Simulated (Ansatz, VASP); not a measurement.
## Two plane-wave programs on SnTe

File INCAR:

```
SYSTEM = SnTe
PREC = Accurate
ENCUT = 520
EDIFF = 1E-7
ISMEAR = -1
SIGMA = 0.05
LREAL = .FALSE.
LASPH = .TRUE.
NELM = 100
ALGO = Normal
ISIF = 2
LWAVE = .FALSE.
LCHARG = .FALSE.
LNONCOLLINEAR = .TRUE.
MAGMOM = 0 0 0 0 0 0
LORBIT = 11
LSORBIT = .TRUE.
GGA_COMPAT = .FALSE.
METAGGA = R2SCAN
LMIXTAU = .TRUE.
```

File KPOINTS:

```
Automatic mesh
0
G
  5 5 5
  0 0 0
```

POSCAR

```
SnTe
1.0
    0.0000000000      3.1508500000      3.1508500000
    3.1508500000      0.0000000000      3.1508500000
    3.1508500000      3.1508500000      0.0000000000
Te Sn
1 1
Direct
    0.5000000000      0.5000000000      0.5000000000
    0.0000000000      0.0000000000      0.0000000000
```

KPOINTS_OPT

```
path GXWKGLUWLK,UX
20
line-mode
reciprocal
 0.0000000000  0.0000000000  0.0000000000  G
 0.5000000000  0.0000000000  0.5000000000  X

 0.5000000000  0.0000000000  0.5000000000  X
 0.5000000000  0.2500000000  0.7500000000  W

 0.5000000000  0.2500000000  0.7500000000  W
 0.3750000000  0.3750000000  0.7500000000  K

 0.3750000000  0.3750000000  0.7500000000  K
 0.0000000000  0.0000000000  0.0000000000  G

 0.0000000000  0.0000000000  0.0000000000  G
 0.5000000000  0.5000000000  0.5000000000  L

 0.5000000000  0.5000000000  0.5000000000  L
 0.6250000000  0.2500000000  0.6250000000  U

 0.6250000000  0.2500000000  0.6250000000  U
 0.5000000000  0.2500000000  0.7500000000  W

 0.5000000000  0.2500000000  0.7500000000  W
 0.5000000000  0.5000000000  0.5000000000  L

 0.5000000000  0.5000000000  0.5000000000  L
 0.3750000000  0.3750000000  0.7500000000  K

 0.6250000000  0.2500000000  0.6250000000  U
 0.5000000000  0.0000000000  0.5000000000  X
```

The input input.yaml:

```yaml
crystal:
  lattice:
    - [0.0, 3.15085, 3.15085]
    - [3.15085, 0.0, 3.15085]
    - [3.15085, 3.15085, 0.0]
  atoms:
    - { symbol: Te, position: [0.5, 0.5, 0.5] }
    - { symbol: Sn, position: [0.0, 0.0, 0.0] }
hamiltonian:
  xc: r2scan
  pseudopotentials: { kind: paw_fr }
magnetization:
  noncollinear: true
  spin_orbit: true
kpoints:
  mp_grid: { grid: [5, 5, 5] }
  band_path:
    path:
      - [[0.0, 0.0, 0.0], [0.5, 0.0, 0.5], [0.5, 0.25, 0.75], [0.375, 0.375, 0.75], [0.0, 0.0, 0.0], [0.5, 0.5, 0.5], [0.625, 0.25, 0.625], [0.5, 0.25, 0.75], [0.5, 0.5, 0.5], [0.375, 0.375, 0.75]]
      - [[0.625, 0.25, 0.625], [0.5, 0.0, 0.5]]
    npoints: 14
scf:
  occupations: { method: fermi_dirac, width: 0.05 }
  n_extra_bands: 6
output:
  forces: true
  stress: true
  eigenvalues: true
  fatbands: true
```

Alike in both runs: task band structure; functional r2SCAN; k mesh 5 × 5 × 5; occupations fermi-dirac, width 0.05 eV; spin-orbit coupling, no magnetisation.

|  | VASP | Ansatz |
| --- | --- | --- |
| version | VASP 6.6.1 | Ansatz 0.2.0 |
| potentials or method | VASP PAW PBE potentials, release 64 (Te, Sn_d) | Ansatz PAW |
| plane-wave cutoff (eV) | 520 | 500 |
| valence electrons in the cell | 20 | 30 |

Ansatz gave:

| Quantity | Value |
| --- | --- |
| gap on the k mesh at the Fermi level (eV) | 0.56 |
| least direct gap on the mesh (eV) | 0.56 |
| gap along the band path (eV) | 0.18 |
| pressure (GPa) | 1.5 |

**Question.** Estimate VASP's values.

**Answer.** gap on the k mesh at the Fermi level (eV): 0.57; least direct gap on the mesh (eV): 0.57; gap along the band path (eV): 0.18; pressure (GPa): 1.6.

With one functional, cell and mesh, what is left measures potentials, basis and numerics. The two sets of potentials don't hold the same shells in valence.

Caveats: the PAW data sets were made with another functional, which shifts forces and pressure a little (VASP); the PAW data sets come from PBE, with cores solved anew for the run's functional, which leaves a small shift of forces and pressure (Ansatz).
